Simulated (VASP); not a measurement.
A run of VASP 6.6.1:

INCAR

```
SYSTEM = Al
PREC = Accurate
ENCUT = 600
EDIFF = 1E-6
ISMEAR = 1
SIGMA = 0.1
LREAL = .FALSE.
LASPH = .TRUE.
NELM = 120
ALGO = Normal
ISIF = 3
LWAVE = .FALSE.
LCHARG = .FALSE.
METAGGA = R2SCAN
LMIXTAU = .TRUE.
LUSE_VDW = .TRUE.
IVDW_NL = 2
BPARAM = 11.95
CPARAM = 0.0093
IBRION = 2
NSW = 40
EDIFFG = -0.005
```

The input KPOINTS:

```
Automatic mesh
0
G
  18 18 18
  0 0 0
```

POSCAR

```
Al
1.0
    0.0000000000      2.0100000000      2.0100000000
    2.0100000000      0.0000000000      2.0100000000
    2.0100000000      2.0100000000      0.0000000000
Al
1
Direct
    0.0000000000      0.0000000000      0.0000000000
```

Potentials or basis: VASP PAW PBE potentials, release 64 (Al).

Run with:

```console
$ cat potpaw_PBE.64/Al/POTCAR > POTCAR
$ mpirun -np 1 vasp_std > vasp.out
```

Hardware: 1 thread of Intel(R) Xeon(R) 6975P-C (Granite Rapids), on a shared host.

Problem. How long does it take, and how much memory?

Solution. Wall time 110 s on 1 thread of Intel(R) Xeon(R) 6975P-C (Granite Rapids) (shared host), peak memory 0.22 GiB. Counts: scf iterations 40, k points 195, ion steps 6.
